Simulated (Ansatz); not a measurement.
# SiC under pressure: fit and missing row

SiC, P6_3mc, a = 3.092 Å, c = 5.074 Å. The compound has several low-lying forms, and this is one of them. Ansatz: PBE, PAW, 420 eV, Γ-centred 12×12×6 mesh on 4 atoms, Gaussian smearing 0.02 eV; no spin polarisation. Cell and atoms are relaxed at each pressure, and no other structure is tried, so the rows at high pressure may lie past a change of phase.

```tsv
V (Å³/atom)	P (GPa)
8.117	89.99
8.869	50.01
9.532	25.00
9.981	12.01
10.314	4.02
10.453	1.02
10.503	0.00
?	-1.01
```

Q: Take V0 = 10.503 Å³/atom, fit the third-order Birch–Murnaghan form to the other rows, and predict the missing volume.

A: With the Eulerian strain f = ½[(V0/V)^(2/3) − 1] and y = P/[3f(1 + 2f)^(5/2)], the form is the line y = B0 + 1.5 B0 (B0′ − 4) f. Rows (f, y): 0.09372, 208.3; 0.05967, 210.8; 0.03340, 212.3; 0.01728, 212.8; 0.00609, 213.5; 0.00159, 212.1. Means f = 0.03529, y = 211.63; Σ(Δf)² = 0.006325, ΣΔfΔy = -0.3076; the slope is their ratio. y = 213.3 − 48.63 f GPa, so B0 = 213.3 GPa and B0′ = 4 + 2 × (-48.63)/(3 × 213.3) = 3.85. P = -1.01 GPa is met at f = -0.00159 (y = 213.38), so V = V0 (1 + 2f)^(−3/2) = 10.553 Å³/atom. The run gave 10.553 Å³/atom, the same to the digits shown.